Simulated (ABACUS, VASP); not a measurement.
This is a calculation of Co for ABACUS 3.10.1. 

INPUT

```
INPUT_PARAMETERS
suffix              Co
calculation         scf
basis_type          pw
pseudo_dir          ./
symmetry            1
dft_functional      pbesol
ecutwfc             97
pseudo_rcut         7
nspin               2
nbands              45
ks_solver           dav
smearing_method     fd
smearing_sigma      0.00367493
scf_thr             1e-08
scf_nmax            100
mixing_type         broyden
mixing_beta         0.4
cal_force           1
cal_stress          1
out_chg             1
out_pot             2
out_elf             1
```

STRU

```
ATOMIC_SPECIES
Co 58.9332 Co.upf

LATTICE_CONSTANT
1.8897261246

LATTICE_VECTORS
2.4705617809 0.0000000000 0.0000000000
-1.2352808905 2.1395692639 0.0000000000
0.0000000000 0.0000000000 8.0882338000

ATOMIC_POSITIONS
Direct

Co
0.0
4
0.6666666667 0.3333333333 0.7500000000 1 1 1 mag 2
0.0000000000 0.0000000000 0.5000000000 1 1 1 mag 2
0.3333333333 0.6666666667 0.2500000000 1 1 1 mag 2
0.0000000000 0.0000000000 0.0000000000 1 1 1 mag 2
```

Contents of KPT:

```
K_POINTS
0
Gamma
12 12 4 0 0 0
```

Potentials or basis: PseudoDojo NC SR 0.4.1 PBEsol standard, plane waves.

Command:

```bash
$ OMP_NUM_THREADS=1 mpirun -np 4 abacus > log
```

What does the same run look like in VASP 6.6.1? Potentials or basis there: PBE PAW files Co, 520 eV.

As run (cutoffs and basis follow the program's own potentials, and thresholds, step limits or extra output files can differ):

INCAR

```
  ALGO = Normal
  EDIFF = 1E-7
  ENCUT = 520
  GGA = PS
  ISIF = 2
  ISMEAR = -1
  ISPIN = 2
  LASPH = T
  LCHARG = F
  LMAXMIX = 4
  LORBIT = 11
  LREAL = F
  LWAVE = F
  MAGMOM = 2 2 2 2
  NBANDS = 30
  NELM = 100
  PREC = Accurate
  SIGMA = 0.05
```

Contents of KPOINTS:

```
k-points
0
Gamma
  12 12 4
```

Contents of POSCAR:

```
Co
1.0
    2.4705617809      0.0000000000      0.0000000000
   -1.2352808905      2.1395692639      0.0000000000
    0.0000000000      0.0000000000      8.0882338000
Co
4
Direct
    0.6666666667      0.3333333333      0.7500000000
    0.0000000000      0.0000000000      0.5000000000
    0.3333333333      0.6666666667      0.2500000000
    0.0000000000      0.0000000000      0.0000000000
```

Potentials or basis: VASP PAW PBE potentials, release 64 (Co).

The run is started by

```console
$ cat potpaw_PBE.64/Co/POTCAR > POTCAR
$ mpirun -np 1 vasp_std > vasp.out
```

Both were run:

|  | ABACUS | VASP |
| --- | --- | --- |
| Pressure | -5.7 GPa | -6.5 GPa |
| Net moment | 6.60 μB per cell | 6.55 μB per cell |

The potentials hold 68 and 36 valence electrons a cell.

VASP's potentials were made for PBE.

The magnetic state is the one that the start led to; the real crystal's order can differ.

Pressure is positive in compression.
